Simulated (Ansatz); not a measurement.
# Mo (Im-3m), two-dimensional strain map

The calculation used DFT PBEsol, scalar-relativistic, plane waves, PAW (Ansatz 0.2.0). The runs took a 420 eV cutoff, a Γ-centred 26×26×26 mesh and Gaussian smearing (0.15 eV). No spin polarisation. Energies are free energies at this smearing, counted from the undisturbed cell; pressure is positive in compression.

Reference structure (relaxed at this level; with this scan's settings it stands at 0.1 GPa):

```yaml
crystal:
  lattice:
    - [-1.56465, 1.56465, 1.56465]
    - [1.56465, -1.56465, 1.56465]
    - [1.56465, 1.56465, -1.56465]
  atoms:
    - { symbol: Mo, position: [0.00000, 0.00000, 0.00000] }
```

The cell is strained by p along both x and y and by q along z, fractional coordinates fixed. Points are written (p, q).

Energy above the undisturbed cell in meV/atom (a dash: not computed):

| p \ q | -0.050 | -0.025 | 0.000 | 0.025 | 0.050 |
| --- | --- | --- | --- | --- | --- |
| -0.050 | 354.4 | 248.8 | 182.3 | 148.6 | ? |
| -0.025 | 158.5 | 82.2 | ? | 35.5 | 54.2 |
| 0.000 | 66.6 | ? | 0.0 | 13.9 | 52.9 |
| 0.025 | 60.4 | 33.0 | 37.1 | 69.0 | 124.5 |
| 0.050 | ? | 117.6 | 139.8 | 187.2 | 256.3 |

**Question.** Fill in the withheld energies.

**Answer.** (-0.050, 0.050): 141.9; (-0.025, 0.000): 43.1; (0.000, -0.025): 16.0; (0.050, -0.050): 123.8.